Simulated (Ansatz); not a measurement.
Input of an Ansatz 0.2.0 run:

Contents of input:

```
crystal:
  lattice:
    - [0.0, 3.611146, 3.611146]
    - [3.611146, 0.0, 3.611146]
    - [3.611146, 3.611146, 0.0]
  atoms:
    - { symbol: Te, position: [0.25, 0.25, 0.25] }
    - { symbol: Sn, position: [0.0, 0.0, 0.0] }
hamiltonian:
  xc: { exchange: pbe, correlation: pbe, exx: { coeff: 0.25, omega: 0.3 } }
  pseudopotentials: { kind: paw }
kpoints:
  mp_grid: { grid: [4, 4, 4] }
scf:
  occupations: { method: fermi_dirac, width: 0.05 }
output:
  forces: true
  stress: true
  eigenvalues: true
relax:
  f_tol: 0.01
  max_steps: 40
  cell: { stress_tol: 0.05 }
```

**Question.** Predict the relaxed volume.

**Answer.** 45.88 Å³/atom.

**Question.** Predict the relaxed cell.

**Answer.** a = 5.063 Å, b = 5.063 Å, c = 5.063 Å, α = 60.00°, β = 60.00°, γ = 60.00°.

Final structure:
```xyz
2
Lattice="0.0000 3.5799 3.5799 3.5799 0.0000 3.5799 3.5799 3.5799 0.0000" Properties=species:S:1:pos:R:3 pbc="T T T"
Te    1.7899    1.7899    1.7899
Sn    0.0000    0.0000    0.0000
```

Caveat: the k mesh is coarse (spacing up to 0.38 Å⁻¹), so the values aren't converged, least of all with exact exchange; the PAW data sets come from PBE, with cores solved anew for the run's functional, which leaves a small shift of forces and pressure. Spin-orbit coupling is left out, which matters for the levels of Te.
